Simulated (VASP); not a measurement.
## A VASP 6.6.1 single-point calculation on InP

INCAR

```
SIGMA = 0.01
NELM = 89
EDIFF = 1E-7
NELECT = 17
IBRION = -1
LASPH = .TRUE.
METAGGA = R2SCAN
NSW = 0
LREAL = .TRUE.
ISIF = 2
ENCUT = 520
NBANDS = 16
LWAVE = .FALSE.
ALGO = Normal
ISMEAR = 0
PREC = Accurate
LCHARG = .FALSE.
```

KPOINTS

```
KPOINTS created by Atomic Simulation Environment
0
Gamma
8 8 8
0 0 0
```

POSCAR

```
In P
 1.0000000000000000
    -0.0000000000000000    2.9537876348216452    2.9537876348216452
     2.9537876348216452    0.0000000000000000    2.9537876348216452
     2.9537876348216452    2.9537876348216452    0.0000000000000000
 In  P
   1   1
Cartesian
  0.0000000000000000  0.0000000000000000 -0.0000000000000000
  1.4768938174108228  1.4768938174108228  1.4768938174108228
```

The recommended PBE PAW datasets give the neutral cell 18 valence electrons.

Command

```
mpirun -np 1 vasp_std
```

Task: Predict the outcome of this run.

Result: It converged. Results: pressure -29.9 GPa.

OSZICAR

```
N       E                     dE             d eps       ncg     rms          rms(c)
DAV:   1     0.780228414374E+02    0.78023E+02   -0.76057E+03   928   0.115E+03
DAV:   2    -0.316613317120E+02   -0.10968E+03   -0.10317E+03  1064   0.292E+02
DAV:   3    -0.387092157962E+02   -0.70479E+01   -0.70106E+01  1192   0.724E+01
DAV:   4    -0.389187849300E+02   -0.20957E+00   -0.20951E+00  1224   0.136E+01
DAV:   5    -0.389292912441E+02   -0.10506E-01   -0.10506E-01  1400   0.248E+00    0.669E+00
DAV:   6    -0.360718184318E+02    0.28575E+01   -0.18632E+00  1264   0.274E+01    0.299E+00
DAV:   7    -0.360775492744E+02   -0.57308E-02   -0.67562E-02  1088   0.318E+00    0.197E+00
DAV:   8    -0.361001785833E+02   -0.22629E-01   -0.39830E-02  1304   0.194E+00    0.100E+00
DAV:   9    -0.361002985272E+02   -0.11994E-03   -0.20189E-03  1352   0.485E-01    0.626E-01
DAV:  10    -0.361000700729E+02    0.22845E-03   -0.19194E-03  1256   0.635E-01    0.183E-01
DAV:  11    -0.361000240201E+02    0.46053E-04   -0.18281E-04  1224   0.216E-01    0.272E-02
DAV:  12    -0.361000328314E+02   -0.88113E-05   -0.15659E-05  1232   0.553E-02    0.136E-02
DAV:  13    -0.361000318469E+02    0.98446E-06   -0.16950E-06  1432   0.174E-02    0.682E-03
DAV:  14    -0.361000314166E+02    0.43035E-06   -0.26743E-07  1112   0.951E-03    0.215E-03
DAV:  15    -0.361000312497E+02    0.16689E-06   -0.22620E-08   648   0.132E-03    0.139E-03
DAV:  16    -0.361000312778E+02   -0.28096E-07   -0.14244E-08   592   0.182E-03
   1 F= -.36100031E+02 E0= -.36099936E+02  d E =-.190818E-03
```

The cell is charged and sits in a uniform background.

For comparison, a separate r²SCAN run of the intended cell, on usual settings and not on those above, gives a gap of 1.03 eV on its mesh and a pressure of -0.1 GPa.
